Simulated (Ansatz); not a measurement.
# Zn (P6_3/mmc) in Ansatz: settings compared, part 2 of 2

Ansatz 0.2.0. The steps go on from the part before.

## Step 4: Relaxation of cell and atoms, PBEsol+D3(BJ)-ATM

File input.yaml:

```yaml
crystal:
  lattice:
    - [2.67, 0.0, 0.0]
    - [-1.335, 2.3122878281, 0.0]
    - [0.0, 0.0, 4.966]
  atoms:
    - { symbol: Zn, position: [0.6666666667, 0.3333333333, 0.75] }
    - { symbol: Zn, position: [0.3333333333, 0.6666666667, 0.25] }
hamiltonian:
  xc: pbesol
  pseudopotentials: { kind: paw }
  dispersion: d3bjatm
kpoints:
  mp_grid: { grid: [11, 11, 6] }
scf:
  occupations: { method: fermi_dirac, width: 0.05 }
output:
  forces: true
  stress: true
  eigenvalues: true
relax:
  f_tol: 0.01
  max_steps: 40
  cell: { stress_tol: 0.05 }
```

Potentials or basis: Ansatz PAW.

Launch:

```sh
$ ansatz run input.yaml --threads 2 --pin off --max-ram 5632MiB --backend cpu --events-out ev --progress --plain --runs-dir out
```

Standard output:

```text
Warning: RAYON_NUM_THREADS=2 ignored (pool sized by the plan → 2); use --threads N
Engine: ansatz 0.2.0, aarch64-unknown-linux-gnu
Pseudopotentials: kind: paw
Pseudopotential: Zn, paw, valence charge 12, recommended cutoff 420 eV (normal), Zn.paw.azcp
Functional definition: PBEsol
  exchange = pbesol_x
  correlation = pbesol_c
Crystal: 2 atoms, lattice volume = 30.659 Å³
Basis set: ecut = 420 eV, 623 PW (Γ), exchange–correlation on 36×36×72 points (8 copies of the dense FFT grid, shifted against one another)
Bands: 16, of which v1, the nominal top of the filled ones, is band 12 counted from 1 (11 counted from 0)
Symmetry: 24 space group operations
Space group: P63/mmc (ITA 194), of the structure as read, at distance tolerance 3.1e-5 Å
k-points: 64 of 726
Non-local potential: Zn, projectors of the file, l = 0: 2, l = 1: 2, l = 2: 3, l = 3: 1
PAW form: soft (Blöchl's): semilocal exchange-correlation on the pseudo side does not see the compensation charge
PAW frozen core: Zn, regenerated for the run's functional, and the local potential with it (the file was generated under x = pbe(κ = 0.804, μ = 0.2195149727645171), c = pbe(β = 0.06672455060314922))
PAW one-centre angular grid: Zn, 590 points (default); XC on 64 Gauss nodes
Initial density: superposition of atomic densities (neutral atoms: chi_scale 0, normalization atom), corrected by the library's trained network
Initial wavefunctions: pseudopotential atomic-orbital guess
Functional: x = pbesol(κ = 0.804, μ = 0.12345679012345678), c = pbesol(β = 0.046)
SCF iter   1: F=—  HF=-6562.394346 eV  |F-HF|=—  |Δ(HF+E_count)|=         —  Δρ=4.64e-3  dr2=3.51e-3  ethr=1.77e-3  ⟨swp⟩=5.1  Hψ=5117  notcnv=0
preconditioner: auto → none  [metal: Δε(μ)=0.048 eV  Ē_g=12.952 eV  σ=0.050 eV  W_gap=0.22  n_scr=4 (ndim 8)  ℏωp=32.9 eV  f_vac=0.000  D(μ)=0.60/eV (n_scr^D=2)  sad-step TF]
SCF iter   2: F=—  HF=-6562.393463 eV  |F-HF|=—  |Δ(HF+E_count)|=   8.83e-4  Δρ=5.35e-4  dr2=4.75e-5  ethr=1.46e-5  ⟨swp⟩=2.0  Hψ=2541  notcnv=0  defer=1
SCF iter   3: F=—  HF=-6562.393263 eV  |F-HF|=—  |Δ(HF+E_count)|=   2.00e-4  Δρ=5.19e-4  dr2=5.14e-5  ethr=1.98e-7  ⟨swp⟩=2.2  Hψ=1842  notcnv=0  defer=1
SCF iter   4: F=—  HF=-6562.393246 eV  |F-HF|=—  |Δ(HF+E_count)|=   1.67e-5  Δρ=6.72e-5  dr2=4.50e-7  ethr=1.98e-7  ⟨swp⟩=2.9  Hψ=1896  notcnv=0  defer=1
iter 5 did not close the SCF: its close was put off for the readings that it lacked (scf_convergence_deferred on its scf_iter line)
SCF iter   5: F=-6562.393247 eV  HF=-6562.393247 eV  |F-HF|=2.63e-8  |Δ(HF+E_count)|=   7.89e-7  Δρ=1.66e-5  dr2=3.99e-8  ethr=1.88e-9  ⟨swp⟩=2.2  Hψ=1844  notcnv=0  defer=1
SCF iter   6: F=-6562.393247 eV  HF=-6562.393247 eV  |F-HF|=9.60e-9  |Δ(HF+E_count)|=   6.65e-9  Δρ=8.03e-6  dr2=1.03e-8  ethr=1.66e-10  ⟨swp⟩=2.5  Hψ=4016  notcnv=0
SCF 1 converged in 6 iterations: F = -6562.393247 eV  dr2 = 1.03e-8
relax step   1: F+E_penalty+E_count = -6562.39324710 eV  Δ(F+E_penalty+E_count) = +0.000e0 eV  max|allowed force component| = 7.401e-17 eV/Å  Δτ_max = 0.0000 Å  P = -8.664 GPa  Ω = 30.659 Å³  (6 SCF iters, dr2 threshold 1.00e-7 eV, accepted)
Crystal: 2 atoms, lattice volume = 27.950 Å³
Basis set: ecut = 420 eV, 561 PW (Γ), exchange–correlation on 36×36×72 points (8 copies of the dense FFT grid, shifted against one another)
[... 117 lines left out ...]
Free energy (F): -6562.531299 eV
Harris-Foulkes:  -6562.531299 eV  (|F-HF|=1.46e-11)
Internal energy: -6562.528893 eV  (E = F + TS)
E sigma→0 (E₀):  -6562.530096 eV
Entropy (-TS):   -0.002406 eV (-1.203 meV/atom)
Fermi energy:    13.034365 eV
--- Per-component energies (eV) ---
  E_band       = 133.215765
  E_kinetic    = 264.627775
  E_local      = -2902.517389  (includes V_loc(G=0)·N_el)
  E_nonlocal   = 1222.294412
  E_hartree    = 1218.354430
  E_xc         = -274.334938
  E_vxc        = -108.835965  (∫ρ·V_xc dr)
  E_paw        = -3573.993405  (= ΣΔE_a)
  E_vpaw       = -779.061049  (= ΣTr[D̂ρ^β])
  E_aug_tail   = -0.000734  (compensation charges beyond the density's cutoff)
  E_ewald      = -2517.835524
  E_disp       = -0.718229  (pairwise vdW)
  E_core_change = 1.594710  (= ΣΔE_core)
  E_smearing   = -0.002406  (= −TS)
  E_closure    = -0.000000  (closes the sum)
  Σ components = -6562.531299   (vs F -6562.531299, Δ=0.00e0)
--- Forces (eV/Å), atoms counted from 1 ---
  atom   1  Zn    -0.00000000    -0.00000000     0.00000000
  atom   2  Zn    -0.00000000     0.00000000    -0.00000000
  max |Σ_I F_I| component: 3.70e-17 eV/Å
--- Stress (GPa, compression-positive) ---
        0.002356       0.000000      -0.000000
        0.000000       0.002356       0.000000
       -0.000000       0.000000       0.004725
  P = ⅓ Tr σ = 0.0031 GPa (0.031 kbar)
--- Band table (eV; the first three rows and the last of 64) ---
  k-point 0: bands = ["1.3965", "3.8664", "4.8197", "4.8967", "4.8967", "5.0039", "5.0039", "5.1822", "5.1822", "5.6207", "5.6207", "9.2380", "11.4567", "29.2534", "29.2534", "30.8653"]
  k-point 1: bands = ["1.6202", "3.8617", "4.8008", "4.8739", "4.8739", "4.9793", "4.9793", "5.2418", "5.2418", "5.6090", "5.6090", "7.6403", "13.5059", "28.6475", "29.4786", "29.4786"]
  k-point 2: bands = ["2.2653", "3.7569", "4.7765", "4.8535", "4.8535", "4.9233", "4.9233", "5.3626", "5.3626", "5.5657", "5.5657", "5.8355", "16.7438", "24.4202", "30.1202", "30.1202"]
  k-point 63: bands = ["4.3826", "4.3826", "4.6406", "4.6406", "4.9206", "4.9206", "5.2296", "5.2296", "5.6473", "5.6473", "12.5570", "12.5570", "13.9812", "13.9812", "16.0657", "16.0657"]
--- Relaxed structure (10 steps of the walk, 9 accepted, 2 SCFs on fresh bases) ---
  F+E_penalty+E_count = -6562.53129938 eV   max|allowed force component| = 1.850e-16 eV/Å   (the final SCF, on the basis selected at the relaxed cell)
  cell:  # Å, volume = 26.9118 Å³
    - [2.6601710032290566, -3.5632088847057835e-33, 2.3001694241328402e-33]
    - [-1.3300855016145283, 2.303775667207099, -2.6678029248719536e-33]
    - [6.009772072900178e-33, -3.666979569905194e-33, 4.391299122159709]
  atoms:
    - { symbol: Zn, position: [0.6666666666666666, 0.3333333333333334, 0.75] }
    - { symbol: Zn, position: [0.3333333333333334, 0.6666666666666669, 0.25] }
```

Wall time 15 s (2 threads of Arm Neoverse V2, shared host); peak memory 0.32 GiB.

Results:

- Free energy: -6562.5313 eV
- Relaxed volume: 13.46 Å³/atom
- Relaxed cell: a = 2.660 Å, b = 2.660 Å, c = 4.391 Å, α = 90.00°, β = 90.00°, γ = 120.00°
- Space group after relaxing (to 0.05 Å): P6_3/mmc (No. 194)
- Energy gained by relaxing: 69.0 meV/atom
- Ionic steps: 11
- Pressure after relaxing: 0.0 GPa
- Band gap on the k mesh: none (metal or under the smearing width)

Step by step:
| step | energy change (eV) | largest force (eV/Å) | volume (Å³) |
| --- | --- | --- | --- |
| 1 | 0.0000 | 0.0000 | 30.66 |
| 2 | -0.1076 | 0.0000 | 27.95 |
| 3 | -0.1239 | 0.0000 | 26.31 |
| 4 | -0.1319 | 0.0000 | 26.41 |
| 5 | -0.1367 | 0.0000 | 27.38 |
| 6 | -0.1394 | 0.0000 | 26.91 |
| 7 | -0.1396 | 0.0000 | 26.90 |
| 8 | -0.1396 | 0.0000 | 26.92 |
| 9 | -0.1381 | 0.0000 | 26.92 |
| 10 | -0.1381 | 0.0000 | 26.91 |
| 11 | -0.1381 | 0.0000 | 26.91 |

Final structure:
```xyz
2
Lattice="2.6602 0.0000 0.0000 -1.3301 2.3038 0.0000 0.0000 0.0000 4.3913" Properties=species:S:1:pos:R:3 pbc="T T T"
Zn    1.3301    0.7679    3.2935
Zn    0.0000    1.5359    1.0978
```

Caveat: the plane-wave basis is chosen anew once the cell has moved, so the energies of steps on either side of that aren't comparable; pairwise dispersion overbinds metals, which lowers pressure and volume; the PAW data sets come from PBE, with cores solved anew for the run's functional, which leaves a small shift of forces and pressure.

## Step 5: Relaxation of cell and atoms, PBEsol+D4

input.yaml, as its differences from that of step 4:

```diff
@@ -11,3 +11,3 @@
   pseudopotentials: { kind: paw }
-  dispersion: d3bjatm
+  dispersion: d4
 kpoints:
```

Potentials or basis: Ansatz PAW.

Launch:

```sh
$ ansatz run input.yaml --threads 2 --pin off --max-ram 5632MiB --backend cpu --events-out ev --progress --plain --runs-dir out
```

Standard output:

```text
Warning: RAYON_NUM_THREADS=2 ignored (pool sized by the plan → 2); use --threads N
[... 6 set-up lines as earlier in the session ...]
Crystal: 2 atoms, lattice volume = 30.659 Å³
Basis set: ecut = 420 eV, 623 PW (Γ), exchange–correlation on 36×36×72 points (8 copies of the dense FFT grid, shifted against one another)
Bands: 16, of which v1, the nominal top of the filled ones, is band 12 counted from 1 (11 counted from 0)
[... 2 set-up lines as earlier in the session ...]
k-points: 64 of 726
[... 7 set-up lines as earlier in the session ...]
SCF iter   1: F=—  HF=-6562.123375 eV  |F-HF|=—  |Δ(HF+E_count)|=         —  Δρ=4.64e-3  dr2=3.51e-3  ethr=1.77e-3  ⟨swp⟩=5.1  Hψ=5117  notcnv=0
preconditioner: auto → none  [metal: Δε(μ)=0.048 eV  Ē_g=12.952 eV  σ=0.050 eV  W_gap=0.22  n_scr=4 (ndim 8)  ℏωp=32.9 eV  f_vac=0.000  D(μ)=0.60/eV (n_scr^D=2)  sad-step TF]
[... 128 lines left out ...]
  E_vxc        = -108.500229  (∫ρ·V_xc dr)
  E_paw        = -3574.264677  (= ΣΔE_a)
  E_vpaw       = -779.540533  (= ΣTr[D̂ρ^β])
  E_aug_tail   = -0.000752  (compensation charges beyond the density's cutoff)
  E_ewald      = -2506.417223
  E_disp       = -0.410951  (pairwise vdW)
  E_core_change = 1.594710  (= ΣΔE_core)
  E_smearing   = -0.002232  (= −TS)
  E_closure    = -0.000000  (closes the sum)
  Σ components = -6562.230939   (vs F -6562.230939, Δ=0.00e0)
--- Forces (eV/Å), atoms counted from 1 ---
  atom   1  Zn     0.00000000    -0.00000000     0.00000000
  atom   2  Zn    -0.00000000     0.00000000     0.00000000
  max |Σ_I F_I| component: 5.55e-17 eV/Å
--- Stress (GPa, compression-positive) ---
        0.004893      -0.000000      -0.000000
       -0.000000       0.004893       0.000000
       -0.000000       0.000000       0.002725
  P = ⅓ Tr σ = 0.0042 GPa (0.042 kbar)
--- Band table (eV; the first three rows and the last of 64) ---
  k-point 0: bands = ["1.2867", "3.7078", "4.6342", "4.7091", "4.7091", "4.8135", "4.8135", "4.9863", "4.9863", "5.4149", "5.4149", "9.0765", "11.2068", "28.8514", "28.8514", "30.5380"]
  k-point 1: bands = ["1.5083", "3.7044", "4.6159", "4.6866", "4.6866", "4.7895", "4.7895", "5.0446", "5.0446", "5.4035", "5.4035", "7.4691", "13.2610", "28.2968", "29.0739", "29.0739"]
  k-point 2: bands = ["2.1475", "3.6076", "4.5932", "4.6666", "4.6666", "4.7348", "4.7348", "5.1627", "5.1627", "5.3611", "5.3611", "5.6661", "16.4786", "24.0995", "29.7076", "29.7076"]
  k-point 63: bands = ["4.2096", "4.2096", "4.4627", "4.4627", "4.7359", "4.7359", "5.0346", "5.0346", "5.4408", "5.4408", "12.3400", "12.3400", "13.7221", "13.7221", "15.7934", "15.7934"]
--- Relaxed structure (9 steps of the walk, 9 accepted, 2 SCFs on fresh bases) ---
  F+E_penalty+E_count = -6562.23093898 eV   max|allowed force component| = 1.943e-16 eV/Å   (the final SCF, on the basis selected at the relaxed cell)
  cell:  # Å, volume = 27.2814 Å³
    - [2.6726459495853754, 0.0, 1.9168078534440335e-32]
    - [-1.3363229747926877, 2.314579287662519, -8.8251801608174e-33]
    - [3.605863243740107e-32, -1.629768697735642e-33, 4.41014202484645]
  atoms:
    - { symbol: Zn, position: [0.6666666666666665, 0.33333333333333337, 0.75] }
    - { symbol: Zn, position: [0.33333333333333337, 0.6666666666666667, 0.25] }
```

Run time: 13 s. Hardware: 2 threads of Arm Neoverse V2, shared host; peak memory 0.32 GiB.

Results:

- Free energy: -6562.2309 eV
- Relaxed volume: 13.64 Å³/atom
- Relaxed cell: a = 2.673 Å, b = 2.673 Å, c = 4.410 Å, α = 90.00°, β = 90.00°, γ = 120.00°
- Space group after relaxing (to 0.05 Å): P6_3/mmc (No. 194)
- Energy gained by relaxing: 54.3 meV/atom
- Ionic steps: 11
- Pressure after relaxing: 0.0 GPa
- Band gap on the k mesh: none (metal or under the smearing width)

Step by step:
```
step  energy change (eV)  largest force (eV/Å)  volume (Å³)
   1              0.0000                0.0000        30.66
   2             -0.0857                0.0000        28.04
   3             -0.0941                0.0000        26.90
   4             -0.1011                0.0000        26.83
   5             -0.1064                0.0000        26.73
   6             -0.1097                0.0000        27.33
   7             -0.1099                0.0000        27.34
   8             -0.1101                0.0000        27.30
   9             -0.1087                0.0000        27.30
  10             -0.1087                0.0000        27.28
  11             -0.1087                0.0000        27.28
```

Final structure:
```yaml
crystal:
  lattice:
    - [2.67265, 0.00000, 0.00000]
    - [-1.33632, 2.31458, 0.00000]
    - [0.00000, 0.00000, 4.41014]
  atoms:
    - { symbol: Zn, position: [0.66667, 0.33333, 0.75000] }
    - { symbol: Zn, position: [0.33333, 0.66667, 0.25000] }
```

Caveat: the plane-wave basis is chosen anew once the cell has moved, so the energies of steps on either side of that aren't comparable; pairwise dispersion overbinds metals, which lowers pressure and volume; the PAW data sets come from PBE, with cores solved anew for the run's functional, which leaves a small shift of forces and pressure.

## Step 6: Overview

| level | gap on the mesh (eV) | pressure (GPa) | relaxed volume (Å³/atom) |
| --- | --- | --- | --- |
| PBEsol | none | 0.0 | 14.03 |
| PBEsol+D3(BJ) | none | 0.0 | 13.31 |
| PBEsol+D3(BJ)-ATM | none | 0.0 | 13.46 |
| PBEsol+D4 | none | 0.0 | 13.64 |

Alike in all rows: task relaxation of cell and atoms; potentials or basis Ansatz PAW; no spin polarisation; cell relaxed; k mesh 11 × 11 × 6; cutoff (eV) 420; smearing fermi-dirac 0.05 eV.

Caveats: the plane-wave basis is chosen anew once the cell has moved, so the energies of steps on either side of that aren't comparable; the PAW data sets come from PBE, with cores solved anew for the run's functional, which leaves a small shift of forces and pressure; pairwise dispersion overbinds metals, which lowers pressure and volume (some runs).

Absolute energies hang on the potentials; compare differences alone.
